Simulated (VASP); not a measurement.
# Te2Mo under changes of volume

One of the cells (62.155 Å³/atom); the others are scaled copies at fixed shape and fractional positions:

```xyz
3
Lattice="3.5072 0.0000 0.0000 -1.7536 3.0374 0.0000 0.0000 0.0000 17.5039" Properties=species:S:1:pos:R:3 pbc="T T T"
Te    0.0000    2.0249    1.7875
Te    0.0000    2.0249   15.7164
Mo    0.0000    0.0000    0.0000
```

| Item | Value |
| --- | --- |
| Program | VASP 6.6.1 |
| Functional | HSE06 |
| Potentials or basis | VASP PAW PBE potentials, release 64 (Te, Mo_sv) |
| Cutoff | 520 eV |
| k mesh | 6 × 6 × 1 |
| Occupations | gaussian, width 0.02 eV |
| Spin | no spin polarisation |

| volume (Å³/atom) | energy over the lowest point (meV/atom) | gap on the mesh (eV) | largest force (eV/Å) |
| --- | --- | --- | --- |
| 59.669 | ? | ? | ? |
| 60.912 | 3.39 | 1.65 | 0.324 |
| 62.155 | 0.00 | 1.60 | 0.002 |
| 63.398 | 3.21 | 1.56 | 0.303 |
| 64.641 | 12.33 | 1.52 | 0.581 |

What does the run at 59.669 Å³/atom give?

Energy over the lowest point 14.13 meV/atom; gap on the mesh 1.69 eV; largest force 0.677 eV/Å.

Worked out: A Birch-Murnaghan fit of order 2 (a polynomial in V^(-2/3)) to the other rows has its minimum at 62.15 Å³/atom with B0 = V·E''(V) = 42 GPa at fixed shape and positions, which overstates the stiffness. It gives 14.02 meV/atom at 59.669 Å³/atom, against the run's 14.13. A straight line through the other rows of the gap, of slope -2.17 eV per unit of ln V (its deformation potential), extrapolates to 1.69 eV, against the run's 1.69.

Energies are extrapolated to zero smearing.

Caveats: the PAW data sets were made with another functional, which shifts forces and pressure a little; spin-orbit coupling is left out, which moves the levels of the heavy elements.

A mesh can miss the band edges.
